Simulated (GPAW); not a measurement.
A run of GPAW 26.7.0 is set up as follows.

File run.py:

```python
from ase import Atoms
from ase.dft.bandgap import bandgap
from ase.io import write
from ase.units import GPa
from gpaw import GPAW, PW

atoms = Atoms(['Ge', 'Ge'],
              cell=[[0.0, 2.82891, 2.82891],
                    [2.82891, 0.0, 2.82891],
                    [2.82891, 2.82891, 0.0]],
              scaled_positions=[[0.75, 0.75, 0.75],
                                [0.5, 0.5, 0.5]],
              pbc=True)

calc = GPAW(mode=PW(600),
            xc='PBE',
            kpts={'size': (8, 8, 8), 'gamma': True},
            occupations={'name': 'methfessel-paxton', 'order': 0, 'width': 0.028000000000000004},
            nbands=11,
            convergence={'density': 1e-05, 'energy': 1e-05},
            maxiter=150,
            txt='gpaw.txt')
atoms.calc = calc
energy = atoms.get_potential_energy()
forces = atoms.get_forces()
stress = atoms.get_stress()
calc.write('gs.gpw')
write('result.traj', atoms)
print(f'Energy: {energy:.6f} eV')
print('Forces (eV/A):')
print(forces.round(4))
print('Stress (GPa):', (stress / GPa).round(3))
print('Fermi level:', round(calc.get_fermi_level(), 4), 'eV')
print(f'Gap: {bandgap(calc)[0]:.4f} eV, direct: {bandgap(calc, direct=True)[0]:.4f} eV')
```

Potentials or basis: GPAW PAW data sets (gpaw-data 1.2.1), pw.

The run is started by

```console
$ OMP_NUM_THREADS=1 python run.py
```

What does it give for the band gap on the k mesh?

0.09 eV, direct.

Estimate the pressure.

3.8 GPa.

**Experimental background.**

“Temperature-dependent photoluminescence in Ge: experiment and theory”, 2020, arxiv:2003.00143 reports, for a bulk crystal of Ge at 0 K: band gap 0.744 eV (indirect).

Against the measured gap of Ge, 0.744 eV (indirect; 0 K; “Temperature-dependent photoluminescence in Ge: experiment and theory”, 2020, arxiv:2003.00143), the calculated 0.09 eV is off by -0.65 eV. 3 values of this kind are on record (0.666 to 0.807 eV); this one was drawn at random among those near their median. Spin-orbit coupling on Ge is left out. The value is that of PBE on a finite k mesh, which can miss the band edges, without temperature or zero-point motion. Semilocal functionals fall short of measured gaps as a rule.
